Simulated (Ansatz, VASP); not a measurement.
Mg: VASP beside Ansatz

Contents of INCAR:

```
SYSTEM = Mg
PREC = Accurate
ENCUT = 520
EDIFF = 1E-7
ISMEAR = -1
SIGMA = 0.05
LREAL = .FALSE.
LASPH = .TRUE.
NELM = 80
ALGO = Normal
ISIF = 2
LWAVE = .FALSE.
LCHARG = .TRUE.
GGA = CA
LELF = .TRUE.
LVHAR = .TRUE.
NBANDS = 9
```

Contents of KPOINTS:

```
Automatic mesh
0
G
  12 12 7
  0 0 0
```

POSCAR

```
Mg
1.0
    3.1658976813      0.0000000000      0.0000000000
   -1.5829488406      2.7417478178      0.0000000000
    0.0000000000      0.0000000000      5.1399115029
Mg
2
Direct
    0.3333333333      0.6666666667      0.2500000000
    0.6666666667      0.3333333333      0.7500000000
```

Input for Ansatz:

```yaml
crystal:
  lattice:
    - [3.1658976813, 0.0, 0.0]
    - [-1.5829488406, 2.7417478178, 0.0]
    - [0.0, 0.0, 5.1399115029]
  atoms:
    - { symbol: Mg, position: [0.3333333333, 0.6666666667, 0.25] }
    - { symbol: Mg, position: [0.6666666667, 0.3333333333, 0.75] }
kpoints:
  mp_grid: { grid: [12, 12, 7] }
  band_path:
    path:
      - [0.0, 0.0, 0.0]
      - [0.5, 0.0, 0.0]
      - [0.3333333333, 0.3333333333, 0.0]
      - [0.0, 0.0, 0.0]
      - [0.0, 0.0, 0.5]
      - [0.5, 0.0, 0.5]
      - [0.3333333333, 0.3333333333, 0.5]
      - [0.0, 0.0, 0.5]
      - [0.5, 0.0, 0.5]
    npoints: 5
scf:
  occupations: { method: fermi_dirac, width: 0.05 }
hamiltonian:
  xc: lda
  pseudopotentials: { kind: all_electron, lapw: { basis_error: 0.001 } }
output:
  forces: true
  stress: true
  eigenvalues: true
```

Change from the starting cell: volume scaled by 0.96.

Alike in both runs: task single point; functional LDA; k mesh 12 × 12 × 7; occupations fermi-dirac, width 0.05 eV; no spin polarisation.

|  | VASP | Ansatz |
| --- | --- | --- |
| version | VASP 6.6.1 | Ansatz 0.2.0 |
| potentials or method | VASP PAW LDA potentials, release 64 (Mg) | all-electron LAPW, scalar-relativistic |
| plane-wave cutoff (eV) | 520 | see its input |

|  | VASP | Ansatz | Ansatz less VASP |
| --- | --- | --- | --- |
| pressure (GPa) | -1.5 | -1.2 | +0.35 |
| largest component of the traceless stress (GPa) | 0.62 | 0.62 | 0.000 |

Ansatz ran all-electron here, so the differences hold the error of VASP's frozen core and of both bases.
